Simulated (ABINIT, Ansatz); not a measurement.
# Quasiparticle gap of CdSe (Cadmoselite) in ABINIT

How does a plane-wave GW calculation on CdSe (Cadmoselite) run from the first input to the gap?

Method: PBE and many-body steps on it, plane waves, in ABINIT 10.8.3.

The database entry behind the starting cell differs from later determinations by our own check (inner coordinate of an old entry), so it need not match the best structure at ambient conditions.

## 1. Set-up

Symmetry: P6_3mc, No. 186, hexagonal system. The conventional cell has a = 4.300 Å, b = 4.300 Å, c = 7.020 Å, α = 90.00°, β = 90.00°, γ = 120.00°. Nearest to Cd lie 4 Se at 2.61 to 2.70 Å. Nearest to Se lie 4 Cd at 2.61 to 2.70 Å. Farther neighbours and most contacts between anions are not listed.

The cell and positions come from the Crystallography Open Database and are kept as given unless a step says otherwise.

## 2. Ground state

This step: ABINIT 10.8.3; DFT, PBE, plane waves, norm-conserving pseudopotentials.

The ground-state density comes first.

The input, run.abi:

```
acell 3*1.0 Angstrom
rprim 
  4.300000000016 -0.000000000004 0.000000000000
  -2.150000000005 3.723909236288 0.000000000000
  0.000000000000 0.000000000000 7.020000000000
ntypat 2
znucl 48 34
natom 4
typat 1 1 2 2
xred 
  0.333333333333 0.666666666667 0.000000000000
  0.666666666667 0.333333333333 0.500000000000
  0.333333333333 0.666666666667 0.385000000000
  0.666666666667 0.333333333333 0.885000000000
pp_dirpath "pseudos"
pseudos "Cd.upf, Se.upf"
ecut 48
ngkpt 3 3 2
nshiftk 1
shiftk 0 0 0
kptopt 1
chksymbreak 0
nband 50
occopt 1
tolvrs 1e-08
nstep 60
prtwf 0
optforces 0
optstress 0
indata_prefix "in"
outdata_prefix "out"
tmpdata_prefix "tmp"
```

Started as:

```
$ OMP_NUM_THREADS=1 mpirun -n 4 abinit run.abi > log
```

Numbers of over 12 decimals in the logs are rounded to 6 here.

What it wrote:

```text
.Version 10.8.3 of ABINIT. v10.8.2 released Aug 2026.

 Symmetries : space group P6_3 m c (#186); Bravais hP (primitive hexag.)
================================================================================
 Values of the parameters that define the memory need of the present run
     intxc =       0    ionmov =       0      iscf =       7    lmnmax =       6
     lnmax =       6     mgfft =      90  mpssoang =       3    mqgrid =    4138
     natom =       4  nloc_mem =       1    nspden =       1   nspinor =       1
    nsppol =       1      nsym =      12    n1xccc =    2501    ntypat =       2
    occopt =       1   xclevel =       2
-    mband =          50        mffmem =           1         mkmem =           2
       mpw =       12050          nfft =      262440          nkpt =           6
================================================================================
  Rough estimation (10% accuracy) of disk space for files :
================================================================================

--------------------------------------------------------------------------------
------------- Echo of variables that govern the present computation ------------
--------------------------------------------------------------------------------
 -outvars: echo values of preprocessed input variables --------
            acell      1.8897261259E+00  1.8897261259E+00  1.8897261259E+00 Bohr

      chksymbreak           0
             ecut      4.80000000E+01 Hartree
-          fftalg         312

              ixc     -101130
              kpt      0.00000000E+00  0.00000000E+00  0.00000000E+00
                       3.33333333E-01  0.00000000E+00  0.00000000E+00
                       3.33333333E-01  3.33333333E-01  0.00000000E+00
                       0.00000000E+00  0.00000000E+00  5.00000000E-01
                       3.33333333E-01  0.00000000E+00  5.00000000E-01
                       3.33333333E-01  3.33333333E-01  5.00000000E-01
         kptrlatt        3    0    0      0    3    0      0    0    2
          kptrlen      2.43774670E+01
P           mkmem           2
            natom           4
            nband          50
            ngfft          54      54      90
             nkpt           6
            nstep          60
             nsym          12
           ntypat           2
              occ      2.000000  2.000000  2.000000  2.000000  2.000000  2.000000
                       2.000000  2.000000  2.000000  2.000000  2.000000  2.000000
                       2.000000  2.000000  2.000000  2.000000  2.000000  2.000000
                       2.000000  2.000000  2.000000  2.000000  2.000000  2.000000
                       2.000000  2.000000  2.000000  2.000000  2.000000  2.000000
                       2.000000  2.000000  2.000000  2.000000  2.000000  2.000000
                       2.000000  2.000000  2.000000  2.000000  2.000000  2.000000
                       2.000000  2.000000  0.000000  0.000000  0.000000  0.000000
                       0.000000  0.000000
        optforces           0
        optstress           0
            prtwf           0
            rprim      4.3000000000E+00 -4.0000000000E-12  0.0000000000E+00
                      -2.1500000000E+00  3.7239092363E+00  0.0000000000E+00
                       0.0000000000E+00  0.0000000000E+00  7.0200000000E+00
          spgroup         186

           tolvrs      1.00000000E-08

             xred      3.3333333333E-01  6.6666666667E-01  0.0000000000E+00
                       6.6666666667E-01  3.3333333333E-01  5.0000000000E-01
                       3.3333333333E-01  6.6666666667E-01  3.8500000000E-01
                       6.6666666667E-01  3.3333333333E-01  8.8500000000E-01
            znucl       48.00000   34.00000

================================================================================

 chkinp: Checking input parameters for consistency.

================================================================================
== DATASET  1 ==================================================================
-   mpi_nproc: 4, omp_nthreads: 1 (-1 if OMP is not activated)

--- !DatasetInfo
iteration_state: {dtset: 1, }
dimensions: {natom: 4, nkpt: 6, mband: 50, nsppol: 1, nspinor: 1, nspden: 1, mpw: 12050, }
cutoff_energies: {ecut:  48.0, pawecutdg:  -1.0, }
electrons: {nelect:   8.80000000E+01, charge:   0.00000000E+00, occopt:   1.00000000E+00, tsmear:   1.00000000E-02, }

 Real(R)+Recip(G) space primitive vectors, cartesian coordinates (Bohr,Bohr^-1):
 R(1)=  8.1258223  0.0000000  0.0000000  G(1)=  0.1230645  0.0710513  0.0000000
 R(2)= -4.0629112  7.0371686  0.0000000  G(2)=  0.0000000  0.1421026  0.0000000
 R(3)=  0.0000000  0.0000000 13.2658774  G(3)=  0.0000000  0.0000000  0.0753814
 Unit cell volume ucvol=  7.5857977E+02 bohr^3
 Angles (23,13,12)=  9.00000000E+01  9.00000000E+01  1.20000000E+02 degrees

 getcut: wavevector=  0.0000  0.0000  0.0000  ngfft=  54  54  90
         ecut(hartree)=     48.000   => boxcut(ratio)=   2.13128

--- Pseudopotential description ------------------------------------------------
- Cd Generated using ONCVPSP code by D. R. Hamann
- 48.00000  20.00000  171031                  znucl, zion, pspdat
12 -101130 2 -1 1368                          pspcod,pspxc,lmax,lloc,mmax
     nproj     2     2     2
  pspatm : epsatm=   19.67729986
         --- l  ekb(1:nproj) -->
[...]
pspatm: atomic psp has been read  and splines computed

- Se Generated using ONCVPSP code by D. R. Hamann
- 34.00000  24.00000  171031                  znucl, zion, pspdat
12 -101130 2 -1 1214                          pspcod,pspxc,lmax,lloc,mmax
     nproj     2     2     2
  pspatm : epsatm=   25.39064422
         --- l  ekb(1:nproj) -->
[...]
pspatm: atomic psp has been read  and splines computed

   7.93195816E+03                                ecore*ucvol(ha*bohr**3)
--------------------------------------------------------------------------------

_setup2: Arith. and geom. avg. npw (full set) are   12041.611   12041.595

================================================================================

--- !BeginCycle
iteration_state: {dtset: 1, }
solver: {iscf: 7, nstep: 60, nline: 4, wfoptalg: 0, }
tolerances: {tolvrs: 1.00E-08, }

     iter   Etot(hartree)      deltaE(h)  residm     vres2
 ETOT  1  -1021.1189753666    -1.021E+03 2.040E+00 5.316E+03
 ETOT  2  -1026.1012597174    -4.982E+00 9.539E-02 6.974E+03
 ETOT  3  -1026.8588868838    -7.576E-01 8.759E-03 7.897E+02
 ETOT  4  -1026.9046999669    -4.581E-02 1.145E-02 2.983E+02
 ETOT  5  -1026.9313219209    -2.662E-02 1.781E-03 1.873E+01
 ETOT  6  -1026.9330519126    -1.730E-03 9.795E-04 6.568E-02
 ETOT  7  -1026.9330501092     1.803E-06 4.540E-04 7.931E-02
 ETOT  8  -1026.9330573603    -7.251E-06 1.277E-04 3.231E-03
 ETOT  9  -1026.9330575491    -1.889E-07 1.045E-04 1.810E-03
 ETOT 10  -1026.9330577309    -1.817E-07 2.360E-05 2.816E-06
 ETOT 11  -1026.9330577311    -2.115E-10 2.360E-05 1.571E-07
 ETOT 12  -1026.9330577312    -5.730E-11 5.325E-06 1.046E-08
 ETOT 13  -1026.9330577312    -3.160E-11 5.321E-06 1.070E-09

 At SCF step   13       vres2   =  1.07E-09 < tolvrs=  1.00E-08 =>converged.

--- !ResultsGS
iteration_state: {dtset: 1, }
comment   : Summary of ground state results
lattice_vectors:
- [  8.1258223,  -0.0000000,   0.0000000, ]
- [ -4.0629112,   7.0371686,   0.0000000, ]
- [  0.0000000,   0.0000000,  13.2658774, ]
lattice_lengths: [   8.12582,    8.12582,   13.26588, ]
lattice_angles: [ 90.000,  90.000, 120.000, ] # degrees, (23, 13, 12)
lattice_volume:   7.5857977E+02
convergence: {deltae: -3.160E-11, res2:  1.070E-09, residm:  5.321E-06, diffor:  0.000E+00, }
etotal    :  -1.02693306E+03
entropy   :   0.00000000E+00
fermie    :   1.80438429E-01
cartesian_stress_tensor: null
pressure_GPa: null
xred      :
- [  3.3333E-01,   6.6667E-01,   0.0000E+00, Cd]
- [  6.6667E-01,   3.3333E-01,   5.0000E-01, Cd]
- [  3.3333E-01,   6.6667E-01,   3.8500E-01, Se]
- [  6.6667E-01,   3.3333E-01,   8.8500E-01, Se]
cartesian_forces: null
force_length_stats: {min: null, max: null, mean: null, }

 Integrated electronic density in atomic spheres:
 ------------------------------------------------
 Atom  Sphere_radius  Integrated_density
[...]
4        2.00000         21.26023256
================================================================================

 ----iterations are completed or convergence reached----

 Mean square residual over all n,k,spin=   19.528E-09; max=  53.209E-07
 reduced coordinates (array xred) for    4 atoms
       0.333333333333      0.666666666667      0.000000000000
       0.666666666667      0.333333333333      0.500000000000
       0.333333333333      0.666666666667      0.385000000000
       0.666666666667      0.333333333333      0.885000000000
 rms dE/dt=  0.0000E+00; max dE/dt=  0.0000E+00; dE/dt below (all hartree)
    1       0.000000000000      0.000000000000      0.000000000000
    2       0.000000000000      0.000000000000      0.000000000000
    3       0.000000000000      0.000000000000      0.000000000000
    4       0.000000000000      0.000000000000      0.000000000000

 cartesian coordinates (angstrom) at end:
    1      2e-12     2.482606     0.000000
    2      2.150000     1.241303     3.510000
    3      2e-12     2.482606     2.702700
    4      2.150000     1.241303     6.212700
 length scales=  1.889726125908  1.889726125908  1.889726125908 bohr
              =  1.000000000000  1.000000000000  1.000000000000 angstroms
 prteigrs : about to open file out_EIG
 Fermi (or HOMO) energy (hartree) =   0.18044   Average Vxc (hartree)=  -0.34207
 Eigenvalues (hartree) for nkpt=   6  k points:
 kpt#   1, nband= 50, wtk=  0.05556, kpt=  0.0000  0.0000  0.0000 (reduced coord)
  -7.42604   -7.42604   -5.20168   -5.20167   -5.20152   -5.20152   -5.20152   -5.20152
  -3.55840   -3.55840   -2.12719   -2.12716   -2.12690   -2.12690   -2.12687   -2.12687
  -1.53281   -1.53281   -1.53275   -1.53275   -1.53275   -1.53275   -1.53262   -1.53262
  -1.53262   -1.53262   -0.28211   -0.26857   -0.11279   -0.11279   -0.11075   -0.11075
  -0.11068   -0.09993   -0.09993   -0.09759   -0.09759   -0.08719    0.02415    0.15399
   0.15399    0.17981    0.18044    0.18044    0.20533    0.25722    0.39574    0.39574
   0.40515    0.43673
 prteigrs : prtvol=0 or 1, do not print more k-points.

--- !EnergyTerms
iteration_state     : {dtset: 1, }
comment             : Components of total free energy in Hartree
kinetic             :  4.16220859155497E+02
hartree             :  4.20966668625924E+02
xc                  : -1.06097380578746E+02
Ewald energy        : -4.55605121140464E+02
psp_core            :  1.04563270294379E+01
local_psp           : -1.16017255697779E+03
non_local_psp       : -1.52701853845039E+02
total_energy        : -1.02693305773118E+03
total_energy_eV     : -2.79442720826895E+04
band_energy         : -1.64389569196667E+02

== END DATASET(S) ==============================================================
================================================================================

 -outvars: echo values of variables after computation  --------
           etotal     -1.0269330577E+03
            nband          50
             nkpt           6
          spgroup         186
 [... the other variables as echoed above ...]

 Calculation completed.
```

Elapsed: 72 s, on 4 MPI ranks of Intel Xeon Platinum 8375C at 2.90GHz (Ice Lake), shared host; peak memory 0.65 GiB.

This step gave:

| Quantity | Value |
| --- | --- |
| total energy | -27944.2721 eV |
| gap | 0.6773 eV |
| k of the valence top | 0, 0, 0 |
| k of the conduction bottom | 0, 0, 0 |
| least direct gap | 0.6773 eV |

The gap is direct, at Γ.

[end of part 1 of 3]

[Paths, hosts, dates, memory and timing lines, banners, echoed tables and standing remarks are left out of the program output.]

[Logs are printed without paths, hosts, clocks, repeated set-up lines and the standing remarks that a program may print on its own settings, such as how far it seeks lower states.]

[Runs of the session that timed out or met a known fault of the program may be left out.]

[Hosts, paths, dates, database ids (printed as entryN), source tags and the programs' standing remarks are cut or masked in the printed files.]

[G0W0 gaps are taken among the corrected bands and points alone; a level outside them can change the order at an edge.]

[Where Ansatz stands beside ABINIT at settings called matched, ABINIT's density can come from a denser mesh and the files from another edition; pairs whose starting gaps differed by over 0.03 eV were left out, so agreement reads better than it is.]
